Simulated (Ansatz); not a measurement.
The system is HfO2.

```
Hf O
1.0
     5.55640    0.00000    0.00000
     0.00000    3.33360    0.00000
     0.00000    0.00000    6.50500
Hf O
4 8
Direct
  0.74868 0.75000 0.60787
  0.25132 0.25000 0.39213
  0.24868 0.75000 0.89213
  0.75132 0.25000 0.10787
  0.63950 0.25000 0.42340
  0.36050 0.75000 0.57660
  0.13950 0.25000 0.07660
  0.86050 0.75000 0.92340
  0.52079 0.25000 0.84145
  0.47921 0.75000 0.15855
  0.02079 0.25000 0.65855
  0.97921 0.75000 0.34145
```

Measurements of this composition are mostly on another form, of space group No. 14.

- Program: Ansatz 0.2.0
- Task: relaxation of cell and atoms
- Functional: PBEsol
- Potentials or basis: Ansatz PAW
- Cutoff: 420 eV (not typed: the program's choice for these potentials)
- k mesh: 5 × 8 × 4
- Occupations: fermi-dirac, width 0.05 eV
- Spin: no spin polarisation
- Hubbard terms: Hf d U = 1 eV

At the start: volume 10.04 Å³/atom.

**Question.** Where does the relaxation end?

**Answer.** It ends after 9 steps and the volume is 9.85 Å³/atom (-1.9 %); space group Pnma (No. 62, to 0.05 Å).

The path:
| step | energy change (eV) | largest force (eV/Å) | volume (Å³) |
| --- | --- | --- | --- |
| 1 | 0.0000 | 0.0080 | 120.49 |
| 2 | -0.0380 | 0.1676 | 117.93 |
| 3 | -0.0404 | 0.0626 | 118.46 |
| 4 | -0.0426 | 0.0480 | 118.29 |
| 5 | -0.0431 | 0.0155 | 118.34 |
| 6 | -0.0434 | 0.0033 | 118.32 |
| 7 | -0.0309 | 0.0034 | 118.32 |
| 8 | -0.0315 | 0.0005 | 118.23 |
| 9 | -0.0311 | 0.0006 | 118.23 |

Final structure:
```xyz
12
Lattice="5.5342 0.0000 0.0000 0.0000 3.3039 0.0000 0.0000 0.0000 6.4659" Properties=species:S:1:pos:R:3 pbc="T T T"
Hf    4.1362    2.4780    3.9463
Hf    1.3980    0.8260    2.5197
Hf    1.3691    2.4780    5.7527
Hf    4.1651    0.8260    0.7133
O     3.5431    0.8260    2.7478
O     1.9912    2.4780    3.7181
O     0.7759    0.8260    0.4851
O     4.7583    2.4780    5.9808
O     2.8938    0.8260    5.4296
O     2.6405    2.4780    1.0363
O     0.1266    0.8260    4.2693
O     5.4076    2.4780    2.1967
```

Caveat: the plane-wave basis is chosen anew once the cell has moved, so the energies of steps on either side of that aren't comparable; the pressure holds a Pulay correction of +1.0 GPa for the finite cutoff; the PAW data sets come from PBE, with cores solved anew for the run's functional, which leaves a small shift of forces and pressure.
